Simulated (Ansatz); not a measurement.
Relaxation of Ti

All numbers below come from Ansatz 0.2.0, DFT PBEsol, scalar-relativistic, plane waves, PAW. Settings: 420 eV cutoff, 24×24×12 k-mesh, Gaussian smearing of 0.10 eV, no spin polarisation.

What was changed: biaxial strain in the a-b plane, c and atoms relaxed: +1.0 %.

Command:

```bash
ansatz run input.yaml --threads 1 --pin off --max-ram 2560MiB --backend cpu --events-out ev --progress --plain --runs-dir out
```

Input:

```yaml
crystal:
  lattice:
    - [2.9294395523, 0.0, 0.0]
    - [-1.4647197762, 2.5369690712, 0.0]
    - [0.0, 0.0, 4.5634445039]
  atoms:
    - { symbol: Ti, position: [0.3333333333, 0.6666666667, 0.25] }
    - { symbol: Ti, position: [0.6666666667, 0.3333333333, 0.75] }
basis:
  ecutwfc: 420
kpoints:
  mp_grid: { grid: [24, 24, 12] }
hamiltonian:
  xc: pbesol
scf:
  occupations: { method: gaussian, width: 0.1 }
output:
  forces: true
  stress: true
  eigenvalues: true
relax:
  adjacent_minimum: "off"
  f_tol: 0.008
  max_steps: 40
  cell: { stress_tol: 0.015, fix: [a, b, gamma] }
```

F is the free energy. Steps run on the plane waves of an earlier cell, but the last one, and at times one on the way, on a freshly chosen basis, so a repeated geometry can differ a little in energy. The held parts of the cell keep their stress, so P needn't end at zero.

Steps:

| step | F − F(1) (eV) | largest force component (eV/Å) | V (Å³/atom) | P (GPa) |
| --- | --- | --- | --- | --- |
| 1 | 0.0000 | 0.000 | 16.958 | -1.58 |
| 2 | -0.0001 | 0.000 | 16.908 | -1.23 |
| 3 | -0.0001 | 0.000 | 16.919 | -1.31 |
| 4 | -0.0001 | 0.000 | 16.919 | -1.31 |

Relaxed structure:

```cif
data_structure
_symmetry_space_group_name_H-M 'P 1'
_symmetry_Int_Tables_number 1
_cell_length_a 2.9294
_cell_length_b 2.9294
_cell_length_c 4.5532
_cell_angle_alpha 90.000
_cell_angle_beta 90.000
_cell_angle_gamma 120.000
_cell_volume 33.84
loop_
_atom_site_label
_atom_site_type_symbol
_atom_site_fract_x
_atom_site_fract_y
_atom_site_fract_z
_atom_site_occupancy
Ti1 Ti 0.33333 0.66667 0.25000 1
Ti2 Ti 0.66667 0.33333 0.75000 1
```

The structure is hexagonal, space group P6_3/mmc (No. 194). The conventional cell has a = 2.929 Å, b = 2.929 Å, c = 4.553 Å, α = 90.00°, β = 90.00°, γ = 120.00°. Ti (site symmetry -6m2) has 12 Ti at 2.84 to 2.93 Å as nearest neighbours.

The run converged. It took 48 s on 1 thread of Arm Neoverse V2 (shared host), peak memory 0.49 GiB.